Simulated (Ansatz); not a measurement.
NaBr (rock salt, space group No. 225), the program Ansatz at the LDA level (PAW). The conduction-band minimum lies at Γ, with 1 equivalent valley. Second derivatives d²E/dk² of the lowest band at one valley (eV·Å²), along Cartesian directions:

| direction | d²E/dk² |
|---|---|
| [100] | 26.45 |
| [010] | 26.45 |
| [001] | 26.45 |
| [110] | 26.44 |
| [101] | 26.44 |
| [011] | 26.44 |

Task: Find the principal effective masses, the density-of-states mass and the conductivity mass.

Result: Off-diagonal terms follow from H_xy = H[110] − (H_xx + H_yy)/2, and m*/mₑ = 7.620 eV·Å² over each eigenvalue: 0.29, 0.29, 0.29. One valley's DOS mass (m₁m₂m₃)^(1/3) = 0.29, conductivity mass 3/(Σ 1/mᵢ) = 0.29 mₑ.

Task: What effective density of states Nc follows at 300 K for parabolic valleys?

Result: Nc = 2.509e19 × 1 × (0.29)^(3/2) ≈ 3.9e18 cm⁻³.

Task: With the computed static dielectric constant 6.03 (mean of the diagonal), estimate a hydrogenic donor's binding energy and radius.

Result: E = 13.606 eV × 0.29/6.03² ≈ 110 meV; a = 0.529 Å × ε/m* ≈ 11 Å. Semilocal masses tend to be too small where the gap is.

Task: With ε∞ = 3.06 and ω_LO = 215 cm⁻¹, what Fröhlich coupling constant follows?

Result: α = (1/ε∞ − 1/ε0) √(m* × 13.606 eV/ħω_LO) = 2.0.

Space group Fm-3m (rock salt). The cell was relaxed with LDA under the symmetry of its start; phonons on a q-mesh show no instability. Scalar-relativistic: spin–orbit coupling is off unless named, which matters more the heavier the elements.

Potentials: the later of the program's two PAW sets.
